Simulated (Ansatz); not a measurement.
**GeO2 under a change: biaxial strain −1.97 %, plane normal [001], relaxed out of plane**

Consider GeO₂ in the rutile structure (space group P4_2/mnm, No. 136; a = 4.428 Å, c = 2.884 Å). Axes: x, y, z lie along a, b, c of the conventional cell.

The change: compressive biaxial strain of 1.97 % in the plane normal to [001], as in epitaxy on a mismatched substrate; the out-of-plane cell vector and the atoms relax.

The values are results of PBEsol (Ansatz, a quantum-chemistry and plane-wave program), scalar-relativistic without spin-orbit coupling, not measurements. k-mesh 8×8×11 (Γ-centred); smearing 0.05 eV (Fermi–Dirac).

Volume per atom: 9.18 Å³ (base 9.43 Å³)
Space group: P4_2/mnm (No. 136) (base P4_2/mnm (No. 136))
Shortest interatomic distance: 1.874 Å (base 1.884 Å)
Pressure (mean of the normal stresses, compression positive): 5.25 GPa (base 0.00 GPa)
Band gap: 1.77 eV (base 1.57 eV)
Gap character: direct at Γ (base direct at Γ)
Width of the top valence band: 1.93 eV (base 1.90 eV)
Electron mass: 0.21 mₑ out of plane, 0.25 mₑ in plane (at Γ) (base 0.20 mₑ along c, 0.24 mₑ across (at Γ))
Hole mass: 1.5 mₑ out of plane, 1.1 mₑ in plane (at Γ) (base 1.9 mₑ along c, 1.1 mₑ across (at Γ))
Valence-band top at Γ (three highest levels, from the VBM): 0.00, -0.80, -0.80 eV (base 0.00, -0.82, -0.82 eV)
Out-of-plane strain: +1.34 %
Ratio −ε⊥/ε∥: 0.68
Mean in-plane stress (compression positive): +7.9 GPa

Effective masses come from finite differences of ±0.01 Å⁻¹. Whether these cells are dynamically stable was not tested.
